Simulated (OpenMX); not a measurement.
Runs of OpenMX 3.8.5 on CdO (Monteponite). Symmetry: Fm-3m, No. 225, cubic system. The conventional cell has a = 4.699 Å, b = 4.699 Å, c = 4.699 Å, α = 90.00°, β = 90.00°, γ = 90.00°. Cd (site symmetry m-3m) is surrounded by 6 O at 2.35 Å. O (site symmetry m-3m) has 6 Cd at 2.35 Å as nearest neighbours. 

```tsv
task	level	potentials or basis	spin	k mesh	SCF threshold	grid points, held for all volumes	max SCF cycles	pressure (GPa)	V0 of scaled cells (Å³/atom)	B0 (GPa)
equation of state	LDA	OpenMX 2013 LDA set, Cd7.0-s3p2d2, O6.0-s2p2d1, fixed grid of 36 × 36 × 36 points	off	11 × 11 × 11	1e-08 Ha	36 × 36 × 36	-	-	12.56	160
band structure	PBE	OpenMX 2013 PBE set, Cd7.0-s3p2d2, O6.0-s2p2d1, grid cutoff 500 Ry	off	11 × 11 × 11	1e-08 Ha	-	100	(a)	-	-
band structure	LDA	OpenMX 2013 LDA set, Cd7.0-s3p2d2, O6.0-s2p2d1, grid cutoff 500 Ry	off	11 × 11 × 11	1e-08 Ha	-	100	-4.7	-	-
equation of state	PBE	OpenMX 2013 PBE set, Cd7.0-s3p2d2, O6.0-s2p2d1, fixed grid of 36 × 36 × 36 points	off	11 × 11 × 11	1e-08 Ha	36 × 36 × 36	-	-	(b)	122
```

Alike in all rows: cell as given; smearing fermi-dirac 0.05 eV.

Task: Estimate the missing entries.

Result: (a) 7.5; (b) 13.68.

Caveats: the basis of atomic orbitals isn't converged, which shifts pressures, moduli and gaps; volumes in these bases differ from converged ones by about 1 %, for some elements by several (some runs).
